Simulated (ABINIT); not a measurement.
ZnS (Wurtzite-2H):

```xyz
4
Lattice="3.8110 0.0000 0.0000 -1.9055 3.3004 0.0000 0.0000 0.0000 6.2340" Properties=species:S:1:pos:R:3 pbc="T T T"
Zn    1.9055    1.1001    3.1170
Zn    0.0000    2.2003    0.0000
S     1.9055    1.1001    5.5171
S     0.0000    2.2003    2.4001
```

```yaml
Program: ABINIT 10.8.3 (patched build)
Task: single point
Functional: PBE
Potentials_or_basis: JTH PAW PBE v2.0
Cutoff: 599 eV
k_mesh: 8 × 8 × 5
Occupations: fermi-dirac, width 0.05 eV
Spin: no spin polarisation
```

On this cell: pressure 2.1 GPa; largest force 0.315 eV/Å; band gap on the k mesh 2.24 eV, direct.

The same run follows on a disturbed copy (atoms moved at random, drawn with an rms of 0.05 Å):

```
CELL_PARAMETERS angstrom
3.81100 0.00000 0.00000
-1.90550 3.30042 0.00000
0.00000 0.00000 6.23400
ATOMIC_POSITIONS crystal
Zn 0.66640 0.33155 0.50024
Zn 0.33257 0.68808 0.00560
S 0.68134 0.34264 0.87989
S 0.32363 0.66659 0.38994
```

**Question.** What changes?

**Answer.** The energy moves by +7.7 meV/atom; pressure 2.2 GPa; largest force 0.657 eV/Å; band gap on the k mesh 2.18 eV, direct.

Forces in eV/Å, atoms in the order of the input:
```
Zn  -0.249  0.021  0.331
Zn   0.410 -0.194  0.186
S   -0.464  0.150  0.064
S    0.303  0.023 -0.582
```

Stress tensor (GPa, compression positive):
```
 2.46  1.46  0.19
 1.46  3.04 -0.17
 0.19 -0.17  1.17
```

